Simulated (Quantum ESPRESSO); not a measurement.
The system is PtSe2 (Sudovikovite).

```
Pt Se
1.0
     3.72400    0.00000    0.00000
    -1.86200    3.22508    0.00000
     0.00000    0.00000    5.06200
Pt Se
1 2
Direct
  0.00000 0.00000 0.00000
  0.66667 0.33333 0.75000
  0.33333 0.66667 0.25000
```

Base run:

| Property | Result |
| --- | --- |
| Program | Quantum ESPRESSO 7.5 |
| Functional | PBE |
| Potentials or basis | SG15 PBE 1.2 |
| Cutoff | 952 eV |
| Density cutoff | 3810 eV |
| k mesh | 6 × 6 × 4 |
| Occupations | fermi-dirac, width 0.05 eV |
| Spin | no spin polarisation |

Its results: band gap on the k mesh none (metal or under the smearing width); pressure 7.4 GPa; largest force 0.595 eV/Å.

Task: The run is repeated on the same cell with these changes: functional from PBE to r2SCAN. What comes out?

Result: Band gap on the k mesh none (metal or under the smearing width); pressure 5.3 GPa; largest force 0.390 eV/Å.

Caveats: the potentials were made for another functional, which shifts forces and pressure (some runs).

Not every run made on this cell is shown here.
